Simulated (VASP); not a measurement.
Set up this calculation in VASP 6.6.1, as the native input.

```
Task                   : relaxation of cell and atoms
Functional             : AM05
Potentials or basis    : VASP PAW PBE potentials, release 64 (Ni, O)
Cutoff                 : 600 eV
k mesh                 : 11 × 11 × 11
Occupations            : fermi-dirac, width 0.05 eV
Spin                   : collinear spin, ferromagnetic start
Starting moments       : [1.0, 0.0] μB
Further INCAR settings : ALGO = Normal; EDIFF = 1e-06; IBRION = 2; EDIFFG = -0.02; NSW = 60; ISIF = 3
```

The structure of NiO lies in POSCAR:

```
NiO
1.0
    0.0000000000      2.0859016414      2.0859016414
    2.0859016414      0.0000000000      2.0859016414
    2.0859016414      2.0859016414      0.0000000000
Ni O
1 1
Direct
    0.0000000000      0.0000000000      0.0000000000
    0.5000000000      0.5000000000      0.5000000000
```

The input as run:

INCAR

```
PREC = Accurate
ENCUT = 600
EDIFF = 1E-6
ISMEAR = -1
SIGMA = 0.05
LREAL = F
LASPH = T
NELM = 100
ALGO = Normal
ISIF = 3
LWAVE = F
LCHARG = F
ISPIN = 2
MAGMOM = 1 0
LORBIT = 11
LMAXMIX = 4
GGA = AM
IBRION = 2
NSW = 60
EDIFFG = -0.02
```

KPOINTS

```
regular mesh
0
Gamma
  11 11 11
```

Potentials or basis: VASP PAW PBE potentials, release 64 (Ni, O).

Command:

```sh
$ cat potpaw_PBE.64/Ni/POTCAR potpaw_PBE.64/O/POTCAR > POTCAR
$ mpirun -np 1 vasp_std > vasp.out
```

Results of the run:

The relaxed volume is 8.56 Å³/atom and the relaxed cell is a = 2.893 Å, b = 2.893 Å, c = 2.893 Å, α = 60.00°, β = 60.00°, γ = 60.00°. The space group after relaxing (to 0.05 Å) is Fm-3m (No. 225), the energy gained by relaxing is 24.6 meV/atom and the ionic steps are 5. The pressure after relaxing is 0.0 GPa. The band gap on the k mesh is none (metal or under the smearing width) and the net moment is 0.33 μB per cell. The site moments are Ni +0.28; O +0.04 μB and the valence electrons inside the program's atomic spheres are Ni 9.18; O 4.94.

Caveat: the PAW data sets were made with another functional, which shifts forces and pressure a little; semilocal functionals often make such compounds metallic where correlation or magnetic order opens a gap, which also shifts bond lengths.

It took 62 s on 1 thread of Intel(R) Xeon(R) Platinum 8488C (Sapphire Rapids), with other jobs on the host, peak memory 0.17 GiB.
